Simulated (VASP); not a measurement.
# InSe monolayer under biaxial strain, part 4 of 7

How do the gap and the band positions of InSe monolayer follow biaxial strain?

VASP 6.6.1, plane waves and PAW; the level of theory is named at each step.

So far, gap on the k-mesh (eV): step 2 (relaxing the monolayer) 1.63; step 5 (strained, atoms relaxed, biaxial strain -0.04) 2.04.

### 7. Strained, atoms relaxed, biaxial strain -0.03

This step: PBE with D3(BJ); plane waves and PAW (In, Se) (VASP 6.6.1).

Contents of INCAR:

```
SYSTEM = InSe
PREC = Normal
ENCUT = 350
EDIFF = 1E-06
NELM = 120
ISMEAR = 0
SIGMA = 0.03
LREAL = .FALSE.
ALGO = Fast
GGA = PE
IVDW = 12
NBANDS = 15
LORBIT = 11
LWAVE = .FALSE.
LCHARG = .FALSE.
KPAR = 4
IBRION = 2
NSW = 30
ISIF = 2
EDIFFG = -0.015
POTIM = 0.4
MAXMIX = 40
IDIPOL = 3
LDIPOL = .TRUE.
DIPOL = 0.5 0.5 0.5
```

Contents of POSCAR:

```
InSe
1.0
    3.9165888346      0.0000000000      0.0000000000
   -1.9582944173      3.3918654270      0.0000000000
    0.0000000000      0.0000000000     22.0000000000
In Se
2 2
Direct
    0.3333333333      0.6666666667      0.4366860628
    0.3333333333      0.6666666667      0.5633139372
    0.6666666667      0.3333333333      0.3773759262
    0.6666666667      0.3333333333      0.6226240738
```

Contents of KPOINTS:

```
Automatic mesh
0
Gamma
9 9 1
0 0 0
```

Potentials, in the order of the species: In and Se (PBE family, release 64).

On the command line:

```console
mpirun -np 4 vasp_std
```

What it wrote:

```text
[... set-up lines as in an earlier step ...]
 entering main loop
       N       E                     dE             d eps       ncg     rms          rms(c)
DAV:   1     0.103828348549E+03    0.10383E+03   -0.43713E+03   360   0.605E+02
DAV:   2    -0.102437201659E+01   -0.10485E+03   -0.98650E+02   536   0.131E+02
DAV:   3    -0.142092435519E+02   -0.13185E+02   -0.13083E+02   451   0.543E+01
DAV:   4    -0.145592646286E+02   -0.35002E+00   -0.34929E+00   494   0.108E+01
[...]
RMM:  17    -0.140474794485E+02   -0.20060E-05   -0.64609E-07   253   0.416E-03    0.578E-03
RMM:  18    -0.140474896754E+02   -0.10227E-04   -0.25175E-06   290   0.604E-03    0.353E-03
RMM:  19    -0.140474898043E+02   -0.12898E-06   -0.19300E-07   233   0.225E-03
   1 F= -.14989296E+02 E0= -.14989296E+02  d E =-.149893E+02
[... from here on, the cycles between the ionic steps are left out ...]
   2 F= -.15016810E+02 E0= -.15016810E+02  d E =-.275137E-01
   3 F= -.15017661E+02 E0= -.15017661E+02  d E =-.283654E-01
   4 F= -.15020054E+02 E0= -.15020054E+02  d E =-.239248E-02
   5 F= -.15024573E+02 E0= -.15024573E+02  d E =-.691177E-02
   6 F= -.15022390E+02 E0= -.15022390E+02  d E =-.472863E-02
   7 F= -.15025455E+02 E0= -.15025455E+02  d E =-.779381E-02
[...]
reached required accuracy - stopping structural energy minimisation
```

Elapsed: 53 s, on 4 MPI ranks of AMD EPYC 7571, shared host; peak memory 0.76 GiB.

From OUTCAR (step 7):

```text
 Edisp (eV)   -0.92670

 Edisp (eV)   -0.93218

  Total       1.87302     1.87302    -0.02339     0.00000    -0.00000     0.00000
  in kB      10.26797    10.26797    -0.12821     0.00000    -0.00000     0.00000
  external pressure =        6.80 kB  Pullay stress =        0.00 kB

 POSITION                                       TOTAL-FORCE (eV/Angst)
 -----------------------------------------------------------------------------------
     -0.00000      2.26124      9.60983        -0.000000     -0.000000      0.000113
     -0.00000      2.26124     12.39017        -0.000000     -0.000000     -0.000113
      1.95829      1.13062      8.23758         0.000000      0.000000      0.000660
      1.95829      1.13062     13.76242        -0.000000      0.000000     -0.000660
 -----------------------------------------------------------------------------------
    total drift:                                0.000002     -0.000001      0.000000

  FREE ENERGIE OF THE ION-ELECTRON SYSTEM (eV)
  ---------------------------------------------------
  free  energy   TOTEN  =       -15.0254550009 eV

  energy  without entropy=      -15.0254550009  energy(sigma->0) =      -15.02545500

[... 2 parts as in an earlier step ...]

[... 2 further parts left out ...]
[key lines of the parts left out:]
E-fermi :  -2.6756
```

The steps of the relaxation:

| step | energy less that of the first step (eV) | largest force (eV/Å) |
| --- | --- | --- |
| 1 | 0.0000 | 0.5604 |
| 2 | -0.0275 | 0.2015 |
| 3 | -0.0284 | 0.1279 |
| 4 | -0.0308 | 0.1100 |
| 5 | -0.0353 | 0.0432 |
| 6 | -0.0331 | 0.0830 |
| 7 | -0.0362 | 0.0007 |

The atoms that moved most (Å):

| atom | dx | dy | dz | length |
| --- | --- | --- | --- | --- |
| Se4 | 0.000 | 0.000 | 0.065 | 0.065 |
| Se3 | 0.000 | 0.000 | -0.065 | 0.065 |

The relaxed structure:

```
In Se
1.0
     3.91659    0.00000    0.00000
    -1.95829    3.39187    0.00000
     0.00000    0.00000   22.00000
In Se
2 2
Cartesian
  0.0000 2.2612 9.6098
  0.0000 2.2612 12.3902
  1.9583 1.1306 8.2376
  1.9583 1.1306 13.7624
```

The run ended after 7 ionic steps, 0.036 eV below its first step, once the forces on the free atoms met EDIFFG = -0.015.

### 8. Strained, levels with spin-orbit coupling, biaxial strain -0.03

This step: PBE with D3(BJ), spin-orbit coupling; plane waves and PAW (In, Se) (VASP 6.6.1).

Contents of INCAR:

```
SYSTEM = InSe
PREC = Normal
ENCUT = 350
EDIFF = 1E-06
NELM = 120
ISMEAR = 0
SIGMA = 0.03
LREAL = .FALSE.
ALGO = Fast
GGA = PE
IVDW = 12
LNONCOLLINEAR = .TRUE.
MAGMOM = 0 0 0 0 0 0 0 0 0 0 0 0
NBANDS = 30
GGA_COMPAT = .FALSE.
LASPH = .TRUE.
LSORBIT = .TRUE.
LWAVE = .FALSE.
LCHARG = .FALSE.
KPAR = 4
IDIPOL = 3
LDIPOL = .TRUE.
DIPOL = 0.5 0.5 0.5
LVHAR = .TRUE.
LVACPOTAV = .TRUE.
```

Contents of POSCAR:

```
InSe
1.0
    3.9165888346      0.0000000000      0.0000000000
   -1.9582944173      3.3918654270      0.0000000000
    0.0000000000      0.0000000000     22.0000000000
In Se
2 2
Direct
    0.3333333333      0.6666666667      0.4368102419
    0.3333333333      0.6666666667      0.5631897581
    0.6666666667      0.3333333333      0.3744355115
    0.6666666667      0.3333333333      0.6255644885
```

KPOINTS is that of step 7.

Contents of KPOINTS_OPT:

```
Line mode
14
Line-mode
Reciprocal
  0.00000000   0.00000000   0.00000000 GAMMA
  0.50000000   0.00000000   0.00000000 M

  0.50000000   0.00000000   0.00000000 M
  0.33333333   0.33333333   0.00000000 K

  0.33333333   0.33333333   0.00000000 K
  0.00000000   0.00000000   0.00000000 GAMMA
```

On the command line:

```console
mpirun -np 4 vasp_ncl
```

What it wrote:

```text
[... set-up lines as in an earlier step ...]
 entering main loop
       N       E                     dE             d eps       ncg     rms          rms(c)
DAV:   1     0.105403889660E+03    0.10540E+03   -0.43814E+03  1140   0.618E+02
DAV:   2     0.128186333849E+01   -0.10412E+03   -0.10007E+03  1716   0.134E+02
DAV:   3    -0.141576028524E+02   -0.15439E+02   -0.15275E+02  1438   0.569E+01
DAV:   4    -0.146749994888E+02   -0.51740E+00   -0.51595E+00  1470   0.126E+01
[...]
RMM:  21    -0.141687621007E+02   -0.36032E-05   -0.10428E-07   812   0.112E-03    0.388E-04
RMM:  22    -0.141687644209E+02   -0.23201E-05   -0.14227E-07   910   0.137E-03    0.216E-04
RMM:  23    -0.141687648416E+02   -0.42075E-06   -0.18446E-08   574   0.847E-04
 [... a notice as in an earlier step ...]

   1 F= -.15100949E+02 E0= -.15100949E+02  d E =-.682698E-20  mag=    -0.0000    -0.0000    -0.0000
 Start KPOINTS_OPT (optional k-point list driver)
k-point batch [1-19\42]
       N       E                     dE             ncg
DAV:   1    -0.294523858768E+03   -0.53424E+04     1148
DAV:   2    -0.214678313049E+04   -0.18523E+04     1730
DAV:   3    -0.242323759728E+04   -0.27645E+03     1396
DAV:   4    -0.243241714149E+04   -0.91795E+01     1438
DAV:   5    -0.243265084397E+04   -0.23370E+00     1528
DAV:   6    -0.243265889441E+04   -0.80504E-02     1462
DAV:   7    -0.243265923834E+04   -0.34393E-03     1552
DAV:   8    -0.243265925477E+04   -0.16432E-04     1432
DAV:   9    -0.243265925564E+04   -0.86255E-06     1172
[...]
k-point batch [39-42\42]
       N       E                     dE             ncg
DAV:   1     0.556602278516E+04   -0.12685E+03      248
DAV:   2     0.521518592715E+04   -0.35084E+03      380
DAV:   3     0.515505701725E+04   -0.60129E+02      290
DAV:   4     0.515315034411E+04   -0.19067E+01      336
DAV:   5     0.515308909678E+04   -0.61247E-01      330
DAV:   6     0.515308692456E+04   -0.21722E-02      334
DAV:   7     0.515308687390E+04   -0.50657E-04      342
DAV:   8     0.515308687150E+04   -0.24000E-05      276
DAV:   9     0.515308687140E+04   -0.10834E-06      268
```

Elapsed: 3 min, on 4 MPI ranks; peak memory 1.9 GiB; 12 min of CPU time.

OUTCAR, selected parts (step 8):

```text
 Edisp (eV)   -0.93218

  Total       1.86112     1.86112    -0.03895     0.00000     0.00000    -0.00000
  in kB      10.20269    10.20269    -0.21350     0.00000     0.00000    -0.00000
  external pressure =        6.73 kB  Pullay stress =        0.00 kB

 POSITION                                       TOTAL-FORCE (eV/Angst)
 -----------------------------------------------------------------------------------
     -0.00000      2.26124      9.60983         0.000000     -0.000000      0.008752
     -0.00000      2.26124     12.39017         0.000000     -0.000000     -0.008752
      1.95829      1.13062      8.23758        -0.000000      0.000000     -0.000902
      1.95829      1.13062     13.76242        -0.000000      0.000000      0.000902
 -----------------------------------------------------------------------------------
    total drift:                                0.000001     -0.000001     -0.000000

  FREE ENERGIE OF THE ION-ELECTRON SYSTEM (eV)
  ---------------------------------------------------
  free  energy   TOTEN  =       -15.1009490208 eV

  energy  without entropy=      -15.1009490208  energy(sigma->0) =      -15.10094902

[... 2 parts as in an earlier step ...]

[... 1 further part left out ...]
[key lines of the parts left out:]
E-fermi :  -2.5298
```

### 9. Strained, atoms relaxed, biaxial strain -0.02

This step: PBE with D3(BJ); plane waves and PAW (In, Se) (VASP 6.6.1).

Contents of INCAR:

```
SYSTEM = InSe
PREC = Normal
ENCUT = 350
EDIFF = 1E-06
NELM = 120
ISMEAR = 0
SIGMA = 0.03
LREAL = .FALSE.
ALGO = Fast
GGA = PE
IVDW = 12
NBANDS = 15
LORBIT = 11
LWAVE = .FALSE.
LCHARG = .FALSE.
KPAR = 4
IBRION = 2
NSW = 30
ISIF = 2
EDIFFG = -0.015
POTIM = 0.4
MAXMIX = 40
IDIPOL = 3
LDIPOL = .TRUE.
DIPOL = 0.5 0.5 0.5
```

Contents of POSCAR:

```
InSe
1.0
    3.9569660390      0.0000000000      0.0000000000
   -1.9784830195      3.4268331118      0.0000000000
    0.0000000000      0.0000000000     22.0000000000
In Se
2 2
Direct
    0.3333333333      0.6666666667      0.4366860628
    0.3333333333      0.6666666667      0.5633139372
    0.6666666667      0.3333333333      0.3773759262
    0.6666666667      0.3333333333      0.6226240738
```

KPOINTS is that of step 8.

On the command line:

```console
mpirun -np 4 vasp_std
```

What it wrote:

```text
[... set-up lines as in an earlier step ...]
 entering main loop
       N       E                     dE             d eps       ncg     rms          rms(c)
DAV:   1     0.104418514918E+03    0.10442E+03   -0.46044E+03   360   0.622E+02
DAV:   2    -0.829829307494E+00   -0.10525E+03   -0.98607E+02   530   0.131E+02
DAV:   3    -0.142804053714E+02   -0.13451E+02   -0.13334E+02   486   0.552E+01
DAV:   4    -0.146279857421E+02   -0.34758E+00   -0.34700E+00   479   0.108E+01
[...]
RMM:  19    -0.141205554618E+02   -0.19621E-05   -0.11991E-07   187   0.171E-03    0.224E-03
RMM:  20    -0.141205608758E+02   -0.54141E-05   -0.34340E-07   220   0.207E-03    0.502E-04
RMM:  21    -0.141205612343E+02   -0.35850E-06   -0.21177E-08   139   0.936E-04
   1 F= -.15041859E+02 E0= -.15041859E+02  d E =-.150419E+02
[... from here on, the cycles between the ionic steps are left out ...]
   2 F= -.15053250E+02 E0= -.15053250E+02  d E =-.113910E-01
   3 F= -.15053770E+02 E0= -.15053770E+02  d E =-.119112E-01
   4 F= -.15054786E+02 E0= -.15054786E+02  d E =-.101578E-02
   5 F= -.15056749E+02 E0= -.15056749E+02  d E =-.297957E-02
   6 F= -.15055995E+02 E0= -.15055995E+02  d E =-.222543E-02
   7 F= -.15057182E+02 E0= -.15057182E+02  d E =-.341244E-02
[...]
reached required accuracy - stopping structural energy minimisation
```

Elapsed: 53 s, on 4 MPI ranks; peak memory 0.79 GiB; 3.4 min of CPU time.

From OUTCAR (step 9):

```text
 Edisp (eV)   -0.91156

 Edisp (eV)   -0.91491

  Total       1.20493     1.20493    -0.02891     0.00000     0.00000     0.00000
  in kB       6.47134     6.47134    -0.15524     0.00000     0.00000     0.00000
  external pressure =        4.26 kB  Pullay stress =        0.00 kB

 POSITION                                       TOTAL-FORCE (eV/Angst)
 -----------------------------------------------------------------------------------
     -0.00000      2.28456      9.60862        -0.000000      0.000000      0.001234
     -0.00000      2.28456     12.39138        -0.000000      0.000000     -0.001234
      1.97848      1.14228      8.25878         0.000000      0.000000      0.000200
      1.97848      1.14228     13.74122         0.000000     -0.000000     -0.000200
 -----------------------------------------------------------------------------------
    total drift:                                0.000002     -0.000001      0.000000

  FREE ENERGIE OF THE ION-ELECTRON SYSTEM (eV)
  ---------------------------------------------------
  free  energy   TOTEN  =       -15.0571822992 eV

  energy  without entropy=      -15.0571822992  energy(sigma->0) =      -15.05718230

[... 2 parts as in an earlier step ...]

[... 2 further parts left out ...]
[key lines of the parts left out:]
E-fermi :  -2.7819
```

The steps of the relaxation:

| step | energy less that of the first step (eV) | largest force (eV/Å) |
| --- | --- | --- |
| 1 | 0.0000 | 0.3552 |
| 2 | -0.0114 | 0.1382 |
| 3 | -0.0119 | 0.0827 |
| 4 | -0.0129 | 0.0707 |
| 5 | -0.0149 | 0.0297 |
| 6 | -0.0141 | 0.0460 |
| 7 | -0.0153 | 0.0012 |

The atoms that moved most (Å):

| atom | dx | dy | dz | length |
| --- | --- | --- | --- | --- |
| Se4 | 0.000 | 0.000 | 0.043 | 0.043 |
| Se3 | 0.000 | 0.000 | -0.043 | 0.043 |

The relaxed structure:

```xyz
4
Lattice="3.9570 0.0000 0.0000 -1.9785 3.4268 0.0000 0.0000 0.0000 22.0000" Properties=species:S:1:pos:R:3
In    0.0000    2.2846    9.6086
In    0.0000    2.2846   12.3914
Se    1.9785    1.1423    8.2588
Se    1.9785    1.1423   13.7412
```

The run ended after 7 ionic steps, 0.015 eV below its first step, once the forces on the free atoms met EDIFFG = -0.015.

### 10. Strained, levels with spin-orbit coupling, biaxial strain -0.02

This step: PBE with D3(BJ), spin-orbit coupling; plane waves and PAW (In, Se) (VASP 6.6.1).

Contents of INCAR:

```
SYSTEM = InSe
PREC = Normal
ENCUT = 350
EDIFF = 1E-06
NELM = 120
ISMEAR = 0
SIGMA = 0.03
LREAL = .FALSE.
ALGO = Fast
GGA = PE
IVDW = 12
LNONCOLLINEAR = .TRUE.
MAGMOM = 0 0 0 0 0 0 0 0 0 0 0 0
NBANDS = 30
GGA_COMPAT = .FALSE.
LASPH = .TRUE.
LSORBIT = .TRUE.
LWAVE = .FALSE.
LCHARG = .FALSE.
KPAR = 4
IDIPOL = 3
LDIPOL = .TRUE.
DIPOL = 0.5 0.5 0.5
LVHAR = .TRUE.
LVACPOTAV = .TRUE.
```

Contents of POSCAR:

```
InSe
1.0
    3.9569660390      0.0000000000      0.0000000000
   -1.9784830195      3.4268331118      0.0000000000
    0.0000000000      0.0000000000     22.0000000000
In Se
2 2
Direct
    0.3333333333      0.6666666667      0.4367555333
    0.3333333333      0.6666666667      0.5632444667
    0.6666666667      0.3333333333      0.3753988932
    0.6666666667      0.3333333333      0.6246011068
```

KPOINTS is that of step 9.

KPOINTS_OPT is that of step 8.

On the command line:

```console
mpirun -np 4 vasp_ncl
```

What it wrote:

```text
[... set-up lines as in an earlier step ...]
 entering main loop
       N       E                     dE             d eps       ncg     rms          rms(c)
DAV:   1     0.105032658251E+03    0.10503E+03   -0.43343E+03  1148   0.612E+02
DAV:   2     0.161912843081E+01   -0.10341E+03   -0.99610E+02  1654   0.135E+02
DAV:   3    -0.141809168680E+02   -0.15800E+02   -0.15621E+02  1458   0.573E+01
DAV:   4    -0.147176921895E+02   -0.53678E+00   -0.53516E+00  1430   0.129E+01
[...]
RMM:  21    -0.142175562582E+02   -0.35921E-05   -0.11086E-07   812   0.118E-03    0.307E-04
RMM:  22    -0.142175585385E+02   -0.22803E-05   -0.14591E-07   910   0.134E-03    0.116E-04
RMM:  23    -0.142175587663E+02   -0.22784E-06   -0.14178E-08   531   0.798E-04
 [... a notice as in an earlier step ...]

   1 F= -.15132468E+02 E0= -.15132468E+02  d E =-.116827E-11  mag=    -0.0000     0.0000     0.0000
 Start KPOINTS_OPT (optional k-point list driver)
k-point batch [1-19\42]
       N       E                     dE             ncg
DAV:   1    -0.284486007644E+03   -0.53138E+04     1140
DAV:   2    -0.215631206794E+04   -0.18718E+04     1750
DAV:   3    -0.244262643556E+04   -0.28631E+03     1390
DAV:   4    -0.245235372440E+04   -0.97273E+01     1442
DAV:   5    -0.245261000716E+04   -0.25628E+00     1480
DAV:   6    -0.245261983906E+04   -0.98319E-02     1524
DAV:   7    -0.245262022066E+04   -0.38160E-03     1522
DAV:   8    -0.245262023475E+04   -0.14091E-04     1452
DAV:   9    -0.245262023553E+04   -0.78147E-06     1102
[...]
k-point batch [39-42\42]
       N       E                     dE             ncg
DAV:   1     0.555225065655E+04   -0.12802E+03      248
DAV:   2     0.520441880689E+04   -0.34783E+03      376
DAV:   3     0.514531292129E+04   -0.59106E+02      294
DAV:   4     0.514367890548E+04   -0.16340E+01      344
DAV:   5     0.514362830186E+04   -0.50604E-01      316
DAV:   6     0.514362601607E+04   -0.22858E-02      328
DAV:   7     0.514362593012E+04   -0.85948E-04      354
DAV:   8     0.514362592747E+04   -0.26458E-05      296
DAV:   9     0.514362592738E+04   -0.97024E-07      266
```

Elapsed: 3.4 min, on 4 MPI ranks; peak memory 2 GiB; 12 min of CPU time.

From OUTCAR (step 10):

```text
 Edisp (eV)   -0.91491

  Total       1.20267     1.20267    -0.04353     0.00000     0.00000     0.00000
  in kB       6.45920     6.45920    -0.23381     0.00000     0.00000     0.00000
  external pressure =        4.23 kB  Pullay stress =        0.00 kB

 POSITION                                       TOTAL-FORCE (eV/Angst)
 -----------------------------------------------------------------------------------
     -0.00000      2.28456      9.60862        -0.000000      0.000000      0.009455
     -0.00000      2.28456     12.39138        -0.000000      0.000000     -0.009455
      1.97848      1.14228      8.25878         0.000000     -0.000000     -0.000993
      1.97848      1.14228     13.74122         0.000000     -0.000000      0.000993
 -----------------------------------------------------------------------------------
    total drift:                                0.000002     -0.000001     -0.000000

  FREE ENERGIE OF THE ION-ELECTRON SYSTEM (eV)
  ---------------------------------------------------
  free  energy   TOTEN  =       -15.1324684280 eV

  energy  without entropy=      -15.1324684280  energy(sigma->0) =      -15.13246843

[... 2 parts as in an earlier step ...]

[... 1 further part left out ...]
[key lines of the parts left out:]
E-fermi :  -2.7389
```

(Part 4 of 7 ends here.)

[Lines on the potential files, build, host, timing and source positions are cut from VASP's logs without a mark.]

[Logs are printed without paths, hosts, clocks, repeated set-up lines and the standing remarks that a program may print on its own settings, such as how far it seeks lower states.]

[Hosts, paths, dates, database ids (printed as entryN), source tags and the programs' standing remarks are cut or masked in the printed files.]

[Runs that stopped without an error message from VASP are left out.]
